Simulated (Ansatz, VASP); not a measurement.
## Two plane-wave programs on ZnSe (Stilleite)

The input INCAR:

```
SYSTEM = ZnSe
PREC = Accurate ; ENCUT = 520
EDIFF = 1E-7 ; ISMEAR = -1
SIGMA = 0.05 ; LREAL = .FALSE.
LASPH = .TRUE. ; NELM = 80
ALGO = Normal ; ISIF = 2
LWAVE = .FALSE. ; LCHARG = .FALSE.
GGA = PE ; NBANDS = 16
```

Contents of KPOINTS:

```
regular mesh
0
G
  8 8 8
  0 0 0
```

The input POSCAR:

```
ZnSe
1.0
    0.0000000000      2.7759511149      2.7759511149
    2.7759511149      0.0000000000      2.7759511149
    2.7759511149      2.7759511149      0.0000000000
Se Zn
1 1
Direct
    0.7500000000      0.7500000000      0.7500000000
    0.0000000000      0.0000000000      0.0000000000
```

The input input.yaml:

```yaml
crystal:
  lattice:
    - [0.0, 2.7759511149, 2.7759511149]
    - [2.7759511149, 0.0, 2.7759511149]
    - [2.7759511149, 2.7759511149, 0.0]
  atoms:
    - { symbol: Se, position: [0.75, 0.75, 0.75] }
    - { symbol: Zn, position: [0.0, 0.0, 0.0] }
hamiltonian:
  xc: pbe
  pseudopotentials: { kind: paw }
kpoints:
  mp_grid: { grid: [8, 8, 8] }
scf:
  occupations: { method: fermi_dirac, width: 0.05 }
output:
  forces: true
  stress: true
  eigenvalues: true
```

Change from the starting cell: volume scaled by 0.94.

Alike in both runs: task single point; functional PBE; k mesh 8 × 8 × 8; occupations fermi-dirac, width 0.05 eV; no spin polarisation.

|  | VASP | Ansatz |
| --- | --- | --- |
| version | VASP 6.6.1 | Ansatz 0.2.0 |
| potentials or method | VASP PAW PBE potentials, release 64 (Se, Zn) | Ansatz PAW |
| plane-wave cutoff (eV) | 520 | 420 |
| valence electrons in the cell | 18 | 28 |

VASP gave:

- gap on the k mesh at the Fermi level (eV): 1.55
- least direct gap on the mesh (eV): 1.55
- pressure (GPa): 7.1

Question: Estimate Ansatz's values.

Answer: gap on the k mesh at the Fermi level (eV): 1.54; least direct gap on the mesh (eV): 1.54; pressure (GPa): 6.8.

The functional is the same, so the differences come from potentials, cutoffs and numerics. The two sets of potentials don't hold the same shells in valence.
